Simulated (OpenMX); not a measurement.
A run of OpenMX 3.8.5:

Contents of Zn.dat:

```
System.CurrrentDirectory             ./
System.Name                          Zn
DATA.PATH                            ./DFT_DATA13
level.of.stdout                      1
level.of.fileout                     0
Species.Number                       1
<Definition.of.Atomic.Species
  Zn  Zn6.0H-s3p2d1          Zn_PBE13H
Definition.of.Atomic.Species>

Atoms.Number                         1
Atoms.SpeciesAndCoordinates.Unit     FRAC
<Atoms.SpeciesAndCoordinates
    1  Zn    0.0000000000    0.0000000000    0.0000000000  10.000 10.000
Atoms.SpeciesAndCoordinates>

Atoms.UnitVectors.Unit               Ang
<Atoms.UnitVectors
    -1.5690370000    1.5690370000    1.5690370000
     1.5690370000   -1.5690370000    1.5690370000
     1.5690370000    1.5690370000   -1.5690370000
Atoms.UnitVectors>

scf.XcType                           GGA-PBE
scf.SpinPolarization                 off
scf.ElectronicTemperature            580.226
scf.energycutoff                     260.0
scf.maxIter                          100
scf.EigenvalueSolver                 band
scf.Kgrid                            13 13 13
scf.Mixing.Type                      rmm-diisk
scf.Init.Mixing.Weight               0.05
scf.Min.Mixing.Weight                0.001
scf.Max.Mixing.Weight                0.3
scf.Mixing.History                   25
scf.Mixing.StartPulay                8
scf.criterion                        1.0e-8
scf.stress.tensor                    on
MD.Type                              nomd
```

Potentials or basis: OpenMX 2013 PBE set, Zn6.0H-s3p2d1, grid cutoff 260 Ry.

Command:

```sh
$ openmx Zn.dat -nt 1 > Zn.std
```

Hardware: 1 thread of Arm Neoverse V1, with other jobs on the host.

Q: Estimate the wall time of this run.

A: Run time: 20 s on 1 thread of Arm Neoverse V1, on a shared host, peak memory 0.18 GiB. Counts: k points 1099, basis 14, scf iterations 15.
